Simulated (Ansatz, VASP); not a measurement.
# AlN: VASP beside Ansatz

```xyz
4
Lattice="3.3410 0.0000 0.0000 -1.6705 2.8934 0.0000 0.0000 0.0000 4.2223" Properties=species:S:1:pos:R:3 pbc="T T T"
Al    0.0000    1.9289    3.1990
Al    1.6705    0.9645    1.0878
N     0.0000    1.9289    0.9935
N     1.6705    0.9645    3.1046
```

Change from the starting cell: mode 4 frozen in at -0.062 Å, equal normal strain along x, y and z +0.0083.

Alike in both runs: task single point; functional PBE; k mesh 9 × 9 × 6; occupations gaussian, width 0.05 eV; no spin polarisation.

|  | VASP | Ansatz |
| --- | --- | --- |
| version | VASP 6.6.1 | Ansatz 0.2.0 |
| potentials or method | VASP PAW PBE potentials, release 64 (Al, N) | scalar-relativistic, plane waves, PAW |
| plane-wave cutoff (eV) | 520 | 520 |
| valence electrons in the cell | 16 | 16 |

|  | VASP | Ansatz | Ansatz less VASP |
| --- | --- | --- | --- |
| gap on the k mesh at the Fermi level (eV) | 3.12 | 3.11 | -0.008 |
| least direct gap on the mesh (eV) | 3.12 | 3.11 | -0.008 |
| pressure (GPa) | -4.4 | -4.2 | +0.16 |
| largest component of the traceless stress (GPa) | 3.06 | 2.94 | -0.113 |
| rms of the force components (eV/Å) | 0.069 | 0.068 | -0.0007 |

Atom by atom the forces differ by 0.001 eV/Å (rms over components). With one functional, cell and mesh, what is left measures potentials, basis and numerics.
